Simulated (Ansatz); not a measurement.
Level of theory: Ansatz, DFT PBE, scalar-relativistic, plane waves, PAW. All cells share a 420 eV cutoff and Γ-centred k meshes spaced at most about 0.3 Å⁻¹ (about 0.25 or finer for metals, 2π included). No spin polarisation in the final relaxations.

All energies are static (0 K, no zero-point motion).

Two relaxed structures of Ge:

A.

```xyz
3
Lattice="2.7344 0.0000 0.0000 0.0000 4.1215 0.0000 0.0000 0.0000 5.9194" Properties=species:S:1:pos:R:3 pbc="T T T"
Ge    1.3672    2.0607    4.6204
Ge    1.3672    2.0607    1.2990
Ge    1.3672    0.0000    2.9597
```

B.

```xyz
12
Lattice="7.9005 0.0000 0.0000 -3.9502 6.8420 0.0000 0.0000 0.0000 5.5183" Properties=species:S:1:pos:R:3 pbc="T T T"
Ge    2.2928    0.0000    0.0000
Ge   -1.1464    1.9856    3.6788
Ge    2.8038    4.8564    1.8394
Ge    5.6077    0.0000    2.7591
Ge   -2.8038    4.8564    0.9197
Ge    1.1464    1.9856    4.5986
Ge    0.0000    5.5844    4.1387
Ge   -0.8860    4.0498    2.2993
Ge    0.8860    4.0498    0.4599
Ge    3.9502    1.2576    1.3796
Ge    4.8362    2.7922    5.0584
Ge    3.0643    2.7922    3.2190
```

Problem. Which form is favoured at zero pressure, and by what margin per atom?

Solution. B is lower, by 194 meV/atom. A has space group Pmmm (No. 47), 22.2 Å³/atom and no gap on its mesh; B has space group P6_522 (No. 179), 24.9 Å³/atom and a gap of 0.39 eV. Counting all near atoms (those within 1.25 times the shortest such distance or 1.15 times the sum of covalent radii; a slash parts the counts of unlike sites), A has Ge 5/6 and B has Ge 4. The lower one is the more open, so pressure narrows the difference. Both come from invented guesses. The part of the Crystallography Open Database at hand lists Ge in space groups No. 64, 96, 227; no cell shown has one of them.

Kohn–Sham gaps at this level usually fall short of measured ones. Cells relaxed within their symmetry can be saddle points.
